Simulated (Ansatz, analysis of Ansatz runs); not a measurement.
# A defect in a sheet: C_As in monolayer As, part 2 of 3

We look for the structure, spin, formation energy and gap states of neutral C_As in monolayer As. Model: a cell of 18 host atoms with 1 As taken out and 1 C put in.

Ansatz 0.2.0; plane-wave PAW DFT, PBE; supercells relaxed in a periodic cell with vacuum, the primitive cell and the final single points with the Coulomb interaction cut along the normal.

So far. Step 4 (Band edges against the vacuum level): The band edges were searched for over the zone, on the density of this mesh. The valence top lies 5.35 eV and the conduction bottom 3.73 eV below the vacuum level: a gap of 1.62 eV.

## 5. Relaxing the neutral defect

Level of this step: plane-wave PAW DFT, PBE, fully periodic cell with vacuum; relaxation of a defect in a monolayer at fixed charge, a uniform background where charged (Ansatz).

Atoms start from random displacements, so no symmetry is imposed. The relaxation runs in a plain periodic cell, 15 Å high against 30 Å with the cut-off, with 14 Å between the perfect sheet and its image; that is cheaper, but a defect with a dipole feels the field of its images there. The electron count is odd, and the moment is held at 1 μB.

q0_M1.relax/input.yaml

```yaml
crystal:
  lattice:
    - [10.81644602, 0.0, 0.0]
    - [-5.40822301, 9.36731703, 0.0]
    - [0.0, 0.0, 15.0]
  atoms:
    - { symbol: As, position: [0.0, 0.0, 0.4536445] }
    - { symbol: As, position: [0.11111111, 0.22222222, 0.5463555] }
    - { symbol: As, position: [0.0, 0.33333333, 0.4536445] }
    - { symbol: As, position: [0.11111111, 0.55555556, 0.5463555] }
    - { symbol: As, position: [0.0, 0.66666667, 0.4536445] }
    - { symbol: As, position: [0.11111111, 0.88888889, 0.5463555] }
    - { symbol: As, position: [0.33333333, 0.0, 0.4536445] }
    - { symbol: As, position: [0.44444444, 0.22222222, 0.5463555] }
    - { symbol: As, position: [0.33333333, 0.33333333, 0.4536445] }
    - { symbol: C, position: [0.44444444, 0.55555556, 0.5463555] }
    - { symbol: As, position: [0.33333333, 0.66666667, 0.4536445] }
    - { symbol: As, position: [0.44444444, 0.88888889, 0.5463555] }
    - { symbol: As, position: [0.66666667, 0.0, 0.4536445] }
    - { symbol: As, position: [0.77777778, 0.22222222, 0.5463555] }
    - { symbol: As, position: [0.66666667, 0.33333333, 0.4536445] }
    - { symbol: As, position: [0.77777778, 0.55555556, 0.5463555] }
    - { symbol: As, position: [0.66666667, 0.66666667, 0.4536445] }
    - { symbol: As, position: [0.77777778, 0.88888889, 0.5463555] }
basis:
  ecutwfc: 420
  xc_grid: 2
hamiltonian:
  xc: pbe
kpoints:
  mp_grid: { grid: [2, 2, 1] }
magnetization:
  spin_polarized: true
  initial_magnetization: 1
  spin_locking: { lock_magnetization: hard }
scf:
  occupations: { method: fixed }
  max_iter: 100
output:
  forces: true
relax:
  f_tol: 0.03
  max_steps: 80
  random_displacement: { amplitude: 0.03, seed: 112 }
```

Launch:

```
ansatz run input.yaml --threads 4 --pin off --max-ram 15073MiB --backend cpu --events-out ev --progress --plain --runs-dir out
```

Numbers of over 12 decimals in the logs are rounded to 6 here.

What it wrote:

```text
[...]
Crystal: 18 atoms, lattice volume = 1519.816 Å³
Basis set: ecut = 420 eV, 29595 PW (Γ), exchange–correlation on 150×150×216 points (8 copies of the dense FFT grid, shifted against one another)
Bands: 156, of which v1, the nominal top of the filled ones, is band 130 counted from 1 (129 counted from 0)
Symmetry: 1 space group operations
k-points: 4
[...]
Starting moments: Σ|m| = 1 μB on 18 of 18 sites
[...]
SCF iter   1: F=—  HF=-82800.051780 eV  |F-HF|=—  |Δ(HF+E_count)|=         —  Δρ=9.43e-3 (↑9.43e-3 ↓8.79e-3)  dr2=8.34e0  dr2_m=7.30e-2  M=1.000 μB ∫|m|=1.009 μB  β_m=0.30  ethr=3.10e-3  ⟨swp⟩=5.9  Hψ=3757  notcnv=0  defer=176
[...]
spin=Collinear: Resta preconditioning applied to the charge; magnetization (m = ρ↑ − ρ↓) channel mixes plain (no charge-response kernel on spin).
SCF iter   2: F=—  HF=-82799.853149 eV  |F-HF|=—  |Δ(HF+E_count)|=   1.99e-1  Δρ=7.88e-3 (↑6.60e-3 ↓7.88e-3)  dr2=4.77e0  dr2_m=7.76e-2  M=1.000 μB ∫|m|=1.009 μB  β_m=0.27  ethr=3.10e-3  ⟨swp⟩=2.0  Hψ=1652  notcnv=0  defer=180
[...]
SCF iter  14: F=-82799.330914 eV  HF=-82799.330914 eV  |F-HF|=5.45e-8  |Δ(HF+E_count)|=   5.88e-8  Δρ=2.10e-6 (↑1.48e-6 ↓2.10e-6)  dr2=4.26e-8  dr2_m=3.68e-8  M=1.000 μB ∫|m|=1.082 μB  ethr=5.99e-10  ⟨swp⟩=2.8  Hψ=2362  notcnv=0
SCF 1 converged in 14 iterations: F = -82799.330914 eV  dr2 = 4.26e-8
[...]
relax step   1: F+E_penalty+E_count = -82799.33091429 eV  Δ(F+E_penalty+E_count) = +0.000e0 eV  max|allowed force component| = 3.711e0 eV/Å  Δτ_max = 0.0000 Å  (14 SCF iters, dr2 threshold 2.25e-5 eV, accepted)
[...]
relax step   2: F+E_penalty+E_count = -82800.59019615 eV  Δ(F+E_penalty+E_count) = -1.259e0 eV  max|allowed force component| = 3.297e0 eV/Å  Δτ_max = 0.1950 Å  (9 SCF iters, dr2 threshold 1.00e-4 eV, accepted)
relax step   3: F+E_penalty+E_count = -82801.52047425 eV  Δ(F+E_penalty+E_count) = -9.303e-1 eV  max|allowed force component| = 1.691e0 eV/Å  Δτ_max = 0.1949 Å  (9 SCF iters, dr2 threshold 1.00e-4 eV, accepted)
relax step   4: F+E_penalty+E_count = -82801.82871467 eV  Δ(F+E_penalty+E_count) = -3.082e-1 eV  max|allowed force component| = 3.542e-1 eV/Å  Δτ_max = 0.1948 Å  (9 SCF iters, dr2 threshold 1.00e-4 eV, accepted)
relax step   5: F+E_penalty+E_count = -82801.90292421 eV  Δ(F+E_penalty+E_count) = -7.421e-2 eV  max|allowed force component| = 1.967e-1 eV/Å  Δτ_max = 0.1747 Å  (9 SCF iters, dr2 threshold 7.84e-6 eV, accepted)
relax step   6: F+E_penalty+E_count = -82801.92139129 eV  Δ(F+E_penalty+E_count) = -1.847e-2 eV  max|allowed force component| = 8.827e-2 eV/Å  Δτ_max = 0.1108 Å  (10 SCF iters, dr2 threshold 2.42e-6 eV, accepted)
relax step   7: F+E_penalty+E_count = -82801.92311058 eV  Δ(F+E_penalty+E_count) = -1.719e-3 eV  max|allowed force component| = 2.304e-2 eV/Å  Δτ_max = 0.0321 Å  (9 SCF iters, dr2 threshold 1.57e-6 eV, accepted)
[...]
relax step   8: F+E_penalty+E_count = -82801.92311058 eV  Δ(F+E_penalty+E_count) = -2.852e-9 eV  max|allowed force component| = 2.305e-2 eV/Å  Δτ_max = 0.0000 Å  (3 SCF iters, accepted)
[...]
the band table was solved once a step of the walk had ended and its energy, with any forces and stress, was formed, with the checks that follow a solve (5949 applications of the Hamiltonian). They found nothing against the state; [...]
SCF converged after 3 iterations
Magnetization: 1.0000 μB (130.0000 up, 129.0000 down)
Absolute magnetization: 1.1855 μB (∫|ρ↑−ρ↓|, with the PAW one-centre terms)
[...]
Per-site moments (μB) at R_I (Å): [(-0.00380991, 1.031288), (0.028308, 1.026768), (0.00341323, 1.026768), [... 15 left out ...]
Free energy (F): -82801.923111 eV
[...]
Internal energy: -82801.923111 eV  (E = F + TS)
E sigma→0 (E₀):  -82801.923111 eV
Fermi energy:    -1.096749 (↑ -1.096749, ↓ -1.779387) eV
[...]
--- Forces (eV/Å), atoms counted from 1 ---
  atom   1  As     0.00089658     0.00126820     0.00475701
  atom   2  As     0.00475135     0.00888300    -0.00295860
  atom   3  As     0.00175832    -0.00195726     0.00357861
  atom   4  As     0.00499902    -0.00290049    -0.00248561
  atom   5  As     0.00041518     0.00159995     0.00389402
  atom   6  As    -0.00100596    -0.00194674    -0.00160050
  atom   7  As     0.00011449     0.00078328     0.00566793
  atom   8  As    -0.00474469     0.00164380    -0.00338217
  atom   9  As     0.00130402    -0.00560119    -0.00764589
  atom  10  C     -0.01111658    -0.02304695    -0.00094369
  atom  11  As    -0.00034634     0.00448181     0.00288067
  atom  12  As    -0.01176668     0.00572247    -0.00652346
  atom  13  As    -0.00158933     0.00307746    -0.00202175
  atom  14  As     0.00048345     0.00136635     0.00751248
  atom  15  As    -0.00090317    -0.00398814     0.00090019
  atom  16  As     0.00493020    -0.00001629    -0.00333296
  atom  17  As    -0.00078490     0.00173701     0.00839118
  atom  18  As     0.01260403     0.00889081    -0.00668545
  max |Σ_I F_I| component: 2.93e-6 eV/Å
--- Band table (eV; the first three rows and the last of 8) ---
[...]
[... further k-points left out ...]
--- Relaxed structure (8 steps of the walk, 8 accepted, 0 SCFs on fresh bases) ---
  F+E_penalty+E_count = -82801.92311058 eV   max|allowed force component| = 2.305e-2 eV/Å
  atoms:
    - { symbol: As, position: [1.693708038729867e-5, -0.000867, 0.459379] }
    - { symbol: As, position: [0.114202, 0.229154, 0.548779] }
    - { symbol: As, position: [-0.004218, 0.331492, 0.456597] }
    - { symbol: As, position: [0.114556, 0.552561, 0.548488] }
    - { symbol: As, position: [0.000189, 0.668277, 0.459168] }
    - { symbol: As, position: [0.110537, 0.888856, 0.553015] }
    - { symbol: As, position: [0.331375, -0.000779, 0.459423] }
    - { symbol: As, position: [0.447179, 0.229313, 0.548813] }
    - { symbol: As, position: [0.341576, 0.350955, 0.454210] }
    - { symbol: C, position: [0.444153, 0.555847, 0.488924] }
    - { symbol: As, position: [0.341561, 0.657905, 0.453643] }
    - { symbol: As, position: [0.447002, 0.884532, 0.548686] }
    - { symbol: As, position: [0.667834, 0.003461, 0.456670] }
    - { symbol: As, position: [0.777181, 0.222211, 0.551715] }
    - { symbol: As, position: [0.667863, 0.331530, 0.456605] }
    - { symbol: As, position: [0.769963, 0.552649, 0.548409] }
    - { symbol: As, position: [0.648650, 0.657977, 0.453344] }
    - { symbol: As, position: [0.769657, 0.884348, 0.548588] }
```

Run time: 3.7 min. Hardware: 4 threads of Arm Neoverse V2, shared host; peak memory 4.6 GiB.

In the next tables energies count from the displaced start, and moves from the positions in the input.

The steps of the relaxation:

```tsv
step	energy less that of the first step (eV)	largest force component (eV/Å)
1	0.0000	3.7113
2	-1.2593	3.2971
3	-2.1896	1.6914
4	-2.4978	0.3542
5	-2.5720	0.1967
6	-2.5905	0.0883
7	-2.5922	0.0230
8	-2.5922	0.0230
```

The atoms that moved most (Å, from the sites as typed, ahead of the random displacement, the mean shift of all atoms taken out):

```tsv
atom	dx	dy	dz	length
C10	0.002	0.003	-0.857	0.857
As9	0.000	0.165	0.013	0.166
As11	0.143	-0.082	0.005	0.164
As17	-0.142	-0.081	0.000	0.163
As6	0.000	0.000	0.105	0.105
As7	-0.011	-0.007	0.091	0.092
As1	0.011	-0.008	0.091	0.092
As5	0.000	0.015	0.087	0.089
```

Final coordinates:

```xyz
18
Lattice="10.8164 0.0000 0.0000 -5.4082 9.3673 0.0000 0.0000 0.0000 15.0000" Properties=species:S:1:pos:R:3
As    0.0049   -0.0081    6.8907
As   -0.0041    2.1466    8.2317
As   -1.8384    3.1052    6.8490
As   -1.7493    5.1760    8.2273
As   -3.6122    6.2600    6.8875
As   -3.6115    8.3262    8.2952
As    3.5885   -0.0073    6.8913
As    3.5967    2.1480    8.2322
As    1.7966    3.2875    6.8131
C     1.7980    5.2068    7.3339
As    0.1364    6.1628    6.8046
As    0.0512    8.2857    8.2303
As    7.2049    0.0324    6.8501
As    7.2046    2.0815    8.2757
As    5.4309    3.1055    6.8491
As    5.3394    5.1768    8.2261
As    3.4576    6.1635    6.8002
As    3.5422    8.2840    8.2288
```

The atoms nearest to the centre after the run:

```tsv
atom	distance (Å)
C10	0.861
As9	2.363
As17	2.368
As11	2.373
As16	3.537
As18	3.537
As8	3.544
As12	3.545
As2	3.552
As4	3.552
```

Among the atoms that came to bonding distance: As9–C10 1.99 Å (from 2.50); As11–C10 1.99 Å (from 2.50); As17–C10 1.99 Å (from 2.50).

With the common shift of the atoms taken out, the largest displacement is 0.86 Å, and the sheet with its defect is 0.10 Å thicker than the perfect one.

(Part 2 of 3 ends here.)

[Logs are printed without paths, hosts, clocks, repeated set-up lines and the standing remarks that a program may print on its own settings, such as how far it seeks lower states.]

[Hosts, paths, dates, database ids (printed as entryN), source tags and the programs' standing remarks are cut or masked in the printed files.]

[Maps of the electrostatic potential energy from Ansatz leave out the sawtooth potential of an applied field or a dipole correction, so their vacuum need not be flat.]
